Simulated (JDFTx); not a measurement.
Write the native input for JDFTx 1.7.0 (patched build) that does the following.

* Task: relaxation of cell and atoms
* Functional: TPSS
* Potentials or basis: SG15-PBE-1.2 with smoothed tails
* Cutoff: 1088 eV
* Density cutoff: 4354 eV
* k mesh: 7 × 7 × 7
* Occupations: fermi-dirac, width 0.05 eV
* Spin: no spin polarisation
* Local potential set to -Z/r beyond: 6 bohr
* Bands: 11
* Density cutoff over wavefunction cutoff: 4
* Max SCF steps: 100
* SCF threshold on the energy: 1e-09 Ha
* Solver of the electrons: scf
* Further solve for the empty bands: no

The system is Al.

```
Al
1.0
     0.00000    2.02481    2.02481
     2.02481    0.00000    2.02481
     2.02481    2.02481    0.00000
Al
1
Direct
  0.00000 0.00000 0.00000
```

These files were run (other wordings do the same):

Al.in

```
include Al.lattice
coords-type Lattice
include Al.ionpos

ion-species pseudo/Al.upf
elec-cutoff 40
elec-ex-corr mgga-TPSS
kpoint-folding 7 7 7
elec-smearing Fermi 0.0018374661
elec-n-bands 11
electronic-SCF nIterations 100 energyDiffThreshold 1e-09
electronic-minimize nIterations 30 energyDiffThreshold 1e-7
forces-output-coords Cartesian
lattice-minimize nIterations 40 energyDiffThreshold 1e-6

dump-name run.$VAR
dump End Ecomponents EigStats BandEigs Kpoints Forces Stress ElecDensity KEdensity
```

Al.lattice

```
lattice \
    0.0000000000     3.8263269058     3.8263269058 \
    3.8263269058     0.0000000000     3.8263269058 \
    3.8263269058     3.8263269058     0.0000000000
```

Al.ionpos

```
ion Al     0.0000000000     0.0000000000     0.0000000000 1
```

Potentials or basis: SG15-PBE-1.2 with smoothed tails.

Command:

```sh
$ jdftx -c 1 -i Al.in -o Al.out
```

Results of the run:

```yaml
Relaxed_volume: 16.46 Å³/atom
Relaxed_cell: a = 2.855 Å, b = 2.855 Å, c = 2.855 Å, α = 60.00°, β = 60.00°, γ = 60.00°
Space_group_after_relaxing_to_0.05_Å: Fm-3m (No. 225)
Energy_gained_by_relaxing: 0.3 meV/atom
Ionic_steps: 5
Pressure_after_relaxing: 0.0 GPa
Band_gap_on_the_k_mesh: none (metal or under the smearing width)
```

Caveat: the k mesh is coarse (spacing up to 0.38 Å⁻¹), so the values aren't converged; the potentials were made for another functional, which shifts forces and pressure.

It took 86 s on 1 thread of Arm Neoverse V1 (shared host), peak memory 0.05 GiB.
